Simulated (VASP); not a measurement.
A run of VASP 6.6.1:

Contents of INCAR:

```
AGGAC = 1.0 ; AGGAX = 1.0
ALDAC = 0.0 ; ALDAX = 1.0
ALGO = Fast ; EDIFF = 1E-7
ENCUT = 520 ; GGA = B5
ISIF = 2 ; ISMEAR = -1
LASPH = T ; LCHARG = F
LREAL = F ; LWAVE = F
NBANDS = 16 ; NELM = 60
PREC = Accurate ; SIGMA = 0.1
```

The input KPOINTS:

```
k-points
0
Gamma
  21 21 12
```

File POSCAR:

```
Ir
1.0
    2.7964838247      0.0000000000      0.0000000000
   -1.3982419124      2.4218260335      0.0000000000
    0.0000000000      0.0000000000      4.5295527594
Ir
2
Direct
    0.3333333333      0.6666666667      0.2500000000
    0.6666666667      0.3333333333      0.7500000000
```

Potentials or basis: VASP PAW PBE potentials, release 64 (Ir).

Run with:

```console
$ cat potpaw_PBE.64/Ir/POTCAR > POTCAR
$ mpirun -np 1 vasp_std > vasp.out
```

Hardware: 1 thread of AMD EPYC 7R13 Processor (Zen 3), on a shared host.

**Question.** Estimate the wall time of this run.

**Answer.** Run time: 5.1 min on 1 thread of AMD EPYC 7R13 Processor (Zen 3), on a shared host, peak memory 0.23 GiB. Counts: scf iterations 17, k points 336.
